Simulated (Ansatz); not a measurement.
Relaxed bulk HfN:

```
CELL_PARAMETERS angstrom
0.00000 2.27390 2.27390
2.27390 0.00000 2.27390
2.27390 2.27390 0.00000
ATOMIC_POSITIONS crystal
Hf 0.00000 0.00000 0.00000
N 0.50000 0.50000 0.50000
```

Miller indices refer to the conventional cell of Fm-3m (No. 225), a = 4.548 Å, b = 4.548 Å, c = 4.548 Å, α = 90.00°, β = 90.00°, γ = 90.00°.

Consider the (111) slab of 11 planes, 13.1 Å thick with 15 Å of vacuum as cut; outer planes N (top) and N (bottom), all atoms relaxed.

Computed with Ansatz, DFT PBE, scalar-relativistic, plane waves, PAW. Settings: cutoff 420 eV, Γ-centred mesh 12×12×1 on the computed 11-atom cell, Gaussian smearing of 0.10 eV; no spin polarisation. The cell repeats along c with a dipole correction in the vacuum.

The slab isn't stoichiometric (Hf5N6), so its surface energy depends on the chemical potentials; it is given with the excess atoms taken from the element's standard state, a limit at which the compound may itself be unstable, so the figure can be too low. The work function read from the bulk's Fermi level differs by 0.19 eV, so the slab's middle doesn't match the bulk reference (too thin, or relaxed to another structure or magnetic state).

Problem. Predict the surface energy with the excess atoms taken from the elements.

Solution. 0.13 J/m².

Problem. Predict the work function.

Solution. 6.04 eV.

Problem. The top two planes lie 1.313 Å apart in the bulk. How does relaxation change this?

Solution. The spacing becomes 0.781 Å (-40.5 %).

Spin-orbit coupling is left out, which matters for the bands of heavy elements. Spin polarisation was left out, and a magnetic state may lie lower.